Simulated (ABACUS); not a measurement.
Crystal: GaAs.

```
As Ga
1.0
     0.00000    2.82685    2.82685
     2.82685    0.00000    2.82685
     2.82685    2.82685    0.00000
As Ga
1 1
Direct
  0.75000 0.75000 0.75000
  0.00000 0.00000 0.00000
```

Base run:

- Program: ABACUS 3.10.1
- Functional: revTPSS
- Potentials or basis: SG15 ONCV 1.2 PBE
- Cutoff: 1320 eV
- Density cutoff: 5279 eV
- Basis: plane waves
- k mesh: 5 × 5 × 5
- Occupations: fermi-dirac, width 0.05 eV
- Spin: no spin polarisation

Its results: band gap on the k mesh 0.59 eV, direct; pressure 1.2 GPa.

Question: The run is repeated on the same cell with these changes: functional from revTPSS to TPSS. What comes out?

Answer: Band gap on the k mesh 0.65 eV, direct; pressure 2.4 GPa.

Caveats: the potentials were made for another functional, which shifts forces and pressure; an odd mesh through Γ misses points on the zone boundary, where band edges often lie.

Not every run made on this cell is shown here.
